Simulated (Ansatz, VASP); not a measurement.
**HgTe: programs and potentials compared**

The starting cell:

```xyz
2
Lattice="0.0000 3.2145 3.2145 3.2145 0.0000 3.2145 3.2145 3.2145 0.0000" Properties=species:S:1:pos:R:3 pbc="T T T"
Hg    0.0000    0.0000    0.0000
Te    4.8217    4.8217    4.8217
```

Alike in all runs: task relaxation of cell and atoms; functional PBE; dispersion D4; k mesh 7 × 7 × 7; occupations fermi-dirac, width 0.05 eV; no spin polarisation; no spin-orbit coupling.

```json
{"program and potentials": "Ansatz, Ansatz PAW", "plane-wave cutoff (eV)": "420", "notes": "18 valence electrons an atom on average", "equilibrium volume (Å³/atom)": "35.04"}
{"program and potentials": "Ansatz, all-electron LAPW, scalar-relativistic", "plane-wave cutoff (eV)": "-", "notes": "-", "equilibrium volume (Å³/atom)": "35.02"}
{"program and potentials": "VASP, PBE PAW files Hg, Te, 600 eV", "plane-wave cutoff (eV)": "600", "notes": "9 valence electrons an atom on average", "equilibrium volume (Å³/atom)": "35.09"}
```

The equilibrium volume spans 35.02 (Ansatz, all-electron LAPW, scalar-relativistic) to 35.09 Å³/atom (VASP, PBE PAW files Hg, Te, 600 eV), with all-electron results at 35.02. Relaxations stop with a little pressure left, so the last digit of a volume isn't settled.

Differences between rows come from potentials, basis sets and numerical settings, since the functional is the same but for its coding. Runs on potential files found faulty are left out.
